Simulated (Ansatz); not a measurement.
Computed with DFT PBE, scalar-relativistic, plane waves, PAW (Ansatz). All cells share a 420 eV cutoff and Γ-centred k meshes spaced at most about 0.3 Å⁻¹ (about 0.25 or finer for metals, 2π included). No spin polarisation in the final relaxations.

All energies are static (0 K, no zero-point motion). Lower structures may exist.

Task: Which of these relaxed structures of PtSe₂ is the lowest in energy?
A. Space group P-3m1 (No. 164), trigonal, a = 3.752 Å, c = 6.514 Å. Pt is surrounded by 6 Se at 2.53 Å; around Se lie 3 Pt at 2.53 Å.
B. Space group P4/mmm (No. 123), tetragonal, a = 3.294 Å, c = 5.764 Å. Around Pt lie 8 Se at 2.78 Å and 4 Pt at 3.29 Å; Se has 1 Se at 2.73 Å, 4 Pt at 2.78 Å, 1 Se at 3.03 Å and 4 Se at 3.29 Å.
C. Space group Cmm2 (No. 35), orthorhombic, a = 5.348 Å, b = 7.590 Å, c = 3.950 Å. Pt is surrounded by 4 Se at 2.46 Å; Se is surrounded by 2 Pt at 2.46 Å and 2 Se at 2.67 Å.

Result: A. It has the cadmium iodide type, space group P-3m1 (No. 164); the next, C, with space group Cmm2 (No. 35), lies 0.57 eV/atom higher. Counting Se atoms around Pt (those within 1.25 times the shortest such distance or 1.15 times the sum of covalent radii, 1.27 where that leaves under three), the lowest has Pt 6 and the next has Pt 4.

Weakly bound directions are ill-defined at this level, which has no dispersion term (P-3m1, Cmm2), and this can change margins and order among such cells. These runs have no spin–orbit coupling, which can matter for Pt. The P-3m1 cell at 26.5 Å³/atom was relaxed from a cell as deposited in COD. Cells relaxed within their symmetry can be saddle points. Some candidate types were left out of the draw beforehand, so a known form may be missing.
